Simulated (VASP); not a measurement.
## Hf: single point with PBEsol

The system is Hf.

```
Hf
1.0
    -1.74617    1.74617    1.74617
     1.74617   -1.74617    1.74617
     1.74617    1.74617   -1.74617
Hf
1
Cartesian
  0.0000 0.0000 0.0000
```

The cell was built by a generator and needn't be a form met in nature.

- Program: VASP 6.6.1
- Task: single point
- Functional: PBEsol
- Potentials or basis: VASP PAW PBE potentials, release 64 (Hf_pv)
- Cutoff: 520 eV
- k mesh: 8 × 8 × 8
- Occupations: gaussian, width 0.1 eV
- Spin: no spin polarisation
- Dipole correction: no
- Further INCAR settings: ALGO = Normal; EDIFF = 1e-07; NBANDS = 11

| Property | Result |
| --- | --- |
| Pressure | -0.3 GPa |
| Band gap on the k mesh | none (metal or under the smearing width) |

Levels at points of the mesh, in eV from the Fermi level:
```tsv
k point	band 2	band 3	band 4	band 5	band 6	band 7	band 8	band 9
(0.00, 0.00, 0.00)	-29.57	-29.57	-7.17	1.57	1.57	1.57	4.51	4.51
(0.50, 0.00, 0.00)	-29.88	-29.57	-3.51	-0.57	1.32	4.36	5.42	8.09
(0.50, 0.50, 0.50)	-30.24	-30.24	-2.76	-2.76	7.19	7.19	7.19	7.66
```

Wall time 2.8 s on 1 thread of Intel(R) Xeon(R) 6975P-C (Granite Rapids), with other jobs on the host, peak memory 0.14 GiB.

Caveat: the PAW data sets were made with another functional, which shifts forces and pressure a little. Spin-orbit coupling is left out, which matters for the levels of Hf.
